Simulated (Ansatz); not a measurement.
WS₂ in the CdCl2-type structure, 3 atoms and 26 valence electrons in a cell of about 54 Å³, was run 5 times in the PAW code Ansatz, each time on 2 threads of Arm Neoverse V1 (shared host). The times are single readings and vary with the host's load.

| run | k mesh | irreducible k | cutoff (eV) | plane waves | bands | SCF iterations | wall time | peak host memory (GiB) |
| --- | --- | --- | --- | --- | --- | --- | --- | --- |
| relaxation, PBE-D3(BJ) | 6×6×6 | 32 | 420 | 1009 | 17 | 70 | 14 s | 0.34 |
| relaxation, r2SCAN+rVV10 | 8×8×8 | 65 | 500 | 1367 | 17 | 44 | 41 s | 0.53 |
| bands, PBE | 10×10×10 | 116 | 420 | 1071 | 17 | 6 | 4.8 s | 0.35 |
| single point, r2SCAN | 10×10×10 | 116 | 500 | 1367 | 17 | 7 | 11 s | 0.48 |
| single point, HSE06 | 6×6×6 | 32 | 420 | 1071 | 17 | 23 | 47 s | 1.7 |

The slowest run (single point, HSE06) took about 10 times as long as the quickest (bands, PBE).
